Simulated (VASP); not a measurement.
# Cd in VASP: single point with PBE

Aim: the single point of Cd with PBE.

Everything below comes from runs of VASP 6.6.1. Logs are shortened: lines on timing, memory, paths and dates and some standing lists are left out, and cuts for length are marked.

**1. The structure**

The cell holds a slab with vacuum, 4 atoms: a = 2.979 Å, b = 2.979 Å, c = 20.426 Å, α = 90.00°, β = 90.00°, γ = 120.00°.

The slab is cut from a database's or a generator's crystal, which needn't be the stable form of the element.

**2. Single point, PBE**

File INCAR:

```
PREC = Accurate
ENCUT = 520
EDIFF = 1E-7
ISMEAR = -1
SIGMA = 0.15
LREAL = F
LASPH = T
NELM = 100
ALGO = Fast
ISIF = 2
LWAVE = F
LCHARG = F
LDIPOL = T
IDIPOL = 3
DIPOL = 0.5 0.5 0.500
GGA = PE
NBANDS = 32
```

File KPOINTS:

```
regular mesh
0
Gamma
  7 7 1
```

File POSCAR:

```
Cd
1.0
    2.9788700000      0.0000000000      0.0000000000
   -1.4894350000      2.5797770946      0.0000000000
    0.0000000000      0.0000000000     20.4264750000
Cd
4
Direct
    0.3333333333      0.6666666667      0.2909416170
    0.6666666667      0.3333333333      0.4283650634
    0.3333333333      0.6666666667      0.5716349525
    0.6666666667      0.3333333333      0.7090583671
```

Potentials or basis: VASP PAW PBE potentials, release 64 (Cd).

Launch:

```sh
> cat potpaw_PBE.64/Cd/POTCAR > POTCAR
> mpirun -np 1 vasp_std > vasp.out
```

OUTCAR:

```text
PREC = Accurate
   ENCUT = 520
   EDIFF = 1E-7
   ISMEAR = -1
   LREAL = F
   LASPH = T
   NELM = 100
   ISIF = 2
   GGA = PE

 ion  position               nearest neighbor table
   1  0.333  0.667  0.291-   2 3.29   2 3.29   2 3.29
   2  0.667  0.333  0.428-   1 3.29   1 3.29   1 3.29   3 3.39   3 3.39   3 3.39
   3  0.333  0.667  0.572-   4 3.29   4 3.29   4 3.29   2 3.39   2 3.39   2 3.39
   4  0.667  0.333  0.709-   3 3.29   3 3.29   3 3.29

  LATTYP: Found a hexagonal cell.
 ALAT       =     2.9788700000
 C/A-ratio  =     6.8571219959

  Lattice vectors:

 A1 = (   2.9788700000,   0.0000000000,   0.0000000000)
 A2 = (  -1.4894350000,   2.5797770946,   0.0000000000)
 A3 = (   0.0000000000,   0.0000000000,  20.4264750000)

Analysis of symmetry for initial positions (statically):
=====================================================================
 Subroutine PRICEL returns:
 Original cell was already a primitive cell.

 Routine SETGRP: Setting up the symmetry group for a
 hexagonal supercell.

 Subroutine GETGRP returns: Found 12 space group operations
 (whereof 12 operations were pure point group operations)
 out of a pool of 24 trial point group operations.

The static configuration has the point symmetry D_3d.

Analysis of symmetry for dynamics (positions and initial velocities):
=====================================================================
 Subroutine PRICEL returns:
 Original cell was already a primitive cell.

 Routine SETGRP: Setting up the symmetry group for a
 hexagonal supercell.

 Subroutine GETGRP returns: Found 12 space group operations
 (whereof 12 operations were pure point group operations)
 out of a pool of 24 trial point group operations.

The dynamic configuration has the point symmetry D_3d.

 Subroutine INISYM returns: Found 12 space group operations
 (whereof 12 operations are pure point group operations),
 and found     1 'primitive' translations

----------------------------------------------------------------------------------------

                                     Primitive cell

  volume of cell :     156.9738

  direct lattice vectors                    reciprocal lattice vectors
     2.978870000  0.000000000  0.000000000     0.335697765  0.193815195  0.000000000
    -1.489435000  2.579777095  0.000000000     0.000000000  0.387630389  0.000000000
     0.000000000  0.000000000 20.426475000     0.000000000  0.000000000  0.048956073

  length of vectors
     2.978870000  2.978870000 20.426475000     0.387630390  0.387630389  0.048956073
[... 77 lines left out ...]
   TEBEG  =    0.0;   TEEND  =   0.0 temperature during run
   PSTRESS=    0.0 pullay stress
   NELECT =      48.0000    total number of electrons
   NUPDOWN=      -1.0000    fix difference up-down
   EMIN   =  10.00;   EMAX   =-10.00  energy-range for DOS
   EFERMI =   0.00;   METHOD = LEGACY
   ISMEAR =    -1;   SIGMA  =   0.15  broadening in eV -4-tet -1-fermi 0-gaus
   EFERMI_NEDOS =   21; number of points for ismear=-14 and -15
   IALGO  =     68    algorithm
   IMIX   =      4    mixing-type and parameters
     AMIX     =   0.40;   BMIX     =  1.00
     AMIX_MAG =   1.60;   BMIX_MAG =  1.00
  volume/ion in A,a.u.               =      39.24       264.83
  Fermi-wavevector in a.u.,A,eV,Ry     =   1.102926  2.084227 16.550735  1.216445
  Thomas-Fermi vector in A             =   2.239376
   LORBIT       =      0    0 simple, 1 ext, 2 COOP (PROOUT), +10 PAW based schemes
   GGA     = PE    functional components
   LHFCALC =     F    Hartree Fock is set to
   AEXX    =    0.0000 exact exchange contribution
   IVDW    =     0    specifies the selected vdW correction
   LEPSILON=     F    determine dielectric tensor
   LRPA    =     F    only Hartree local field effects (RPA)
 non-spin polarized calculation
 RMM-DIIS sequential band-by-band and
  energy-cutoff  :      520.00
  volume of cell :      156.97
 maximum number of plane-waves:      4299
 NGX is ok and might be reduce to    24
   NGX = 11   NGY = 11   NGZ = 75

 dipolmoment           0.000000      0.000000     -0.000000 electrons x Angstroem

 number of electron      47.9999982 magnetization

 dipolmoment           0.000000      0.000000      0.000000 electrons x Angstroem

 Free energy of the ion-electron system (eV)
  ---------------------------------------------------
  ext. energy  EPLUGINS =         0.00000000
  ---------------------------------------------------
  free energy    TOTEN  =        -2.86425754 eV

  energy without entropy =       -2.79655099  energy(sigma->0) =       -2.83040426

 E-fermi :  -0.1271     XC(G=0):  -6.8174

 val. band max:       -0.2220035535   @ k =   0.1429   0.1429   0.0000
 cond. band min:       0.0795607182   @ k =   0.2857   0.2857   0.0000
 fundamental gap:      0.3015642717
 Fermi energy:        -0.1270826429

 k-point     1 :       0.0000    0.0000    0.0000
  band No.  band energies     occupation
      1      -9.8194      2.00000
      2      -9.7572      2.00000
      3      -9.6571      2.00000
      4      -9.6229      2.00000
      5      -9.2235      2.00000
      6      -9.2235      2.00000
[... 269 lines left out ...]
     31       4.3839      0.00000
     32       5.1057      0.00000

------------------------ aborting loop because EDIFF is reached ----------------------------------------

 vacuum level on the upper side and lower side of the slab       (xc-potential included)        -0.322        -0.322

  FORCE on cell =-STRESS in cart. coord.  units (eV):
  Direction    XX          YY          ZZ          XY          YZ          ZX
  --------------------------------------------------------------------------------------
  -------------------------------------------------------------------------------------
  Total        1.0717072      1.0717072      0.0593055      0.0000000      0.0000000      0.0000000
  in kB       10.9385457     10.9385457      0.6053106      0.0000000      0.0000000      0.0000000
  external PRESSURE =       7.4941340 kB  Pullay stress =       0.0000000 kB

 VOLUME and BASIS-vectors are now :
 -----------------------------------------------------------------------------
  energy-cutoff  :      520.00
  volume of cell :      156.97
      direct lattice vectors                 reciprocal lattice vectors
     2.978870000  0.000000000  0.000000000     0.335697765  0.193815195  0.000000000
    -1.489435000  2.579777095  0.000000000     0.000000000  0.387630389  0.000000000
     0.000000000  0.000000000 20.426475000     0.000000000  0.000000000  0.048956073

 POSITION                                       TOTAL-FORCE (eV/Angst)
 -----------------------------------------------------------------------------------
     -0.00000      1.71985      5.94291         0.000000     -0.000000     -0.007788
      1.48944      0.85993      8.74999        -0.000000      0.000000      0.001140
     -0.00000      1.71985     11.67649         0.000000     -0.000000     -0.001140
      1.48944      0.85993     14.48356        -0.000000      0.000000      0.007788
 -----------------------------------------------------------------------------------
    total drift:                                0.000000     -0.000000     -0.000000

  FREE ENERGIE OF THE ION-ELECTRON SYSTEM (eV)
  ---------------------------------------------------
  free  energy   TOTEN  =        -2.8642575442 eV

  energy  without entropy=       -2.7965509857  energy(sigma->0) =       -2.83040426

 vacuum level on the upper side and lower side of the slab         3.353         3.353
```

OSZICAR:

```text
N       E                     dE             d eps       ncg     rms          rms(c)
DAV:   1     0.354567563760E+03    0.35457E+03   -0.23832E+04   512   0.136E+03
DAV:   2     0.781472141625E+01   -0.34675E+03   -0.33369E+03   536   0.368E+02
DAV:   3    -0.300245153428E+01   -0.10817E+02   -0.10761E+02   608   0.745E+01
[... 11 lines left out ...]
RMM:  15    -0.286425059602E+01   -0.14105E-04   -0.53024E-07   445   0.209E-03    0.919E-04
RMM:  16    -0.286425506319E+01   -0.44672E-05   -0.13502E-07   431   0.171E-03    0.392E-04
RMM:  17    -0.286425726065E+01   -0.21975E-05   -0.83541E-08   411   0.823E-04    0.379E-04
RMM:  18    -0.286425749549E+01   -0.23484E-06   -0.14283E-08   382   0.664E-04    0.732E-05
RMM:  19    -0.286425754418E+01   -0.48696E-07   -0.32769E-09   192   0.330E-04
   1 F= -.28642575E+01 E0= -.28304043E+01  d E =-.677066E-01
```

Wall time 65 s (1 thread of Intel Xeon Platinum 8488C (Sapphire Rapids), shared host); peak memory 0.28 GiB.

What came out:

```
Free energy            : -2.8643 eV
Largest force          : 0.008 eV/Å
Band gap on the k mesh : none (metal or under the smearing width)
```

Forces on the atoms (eV/Å):
```
Cd   0.000  0.000 -0.008
Cd   0.000  0.000  0.001
Cd   0.000  0.000 -0.001
Cd   0.000  0.000  0.008
```
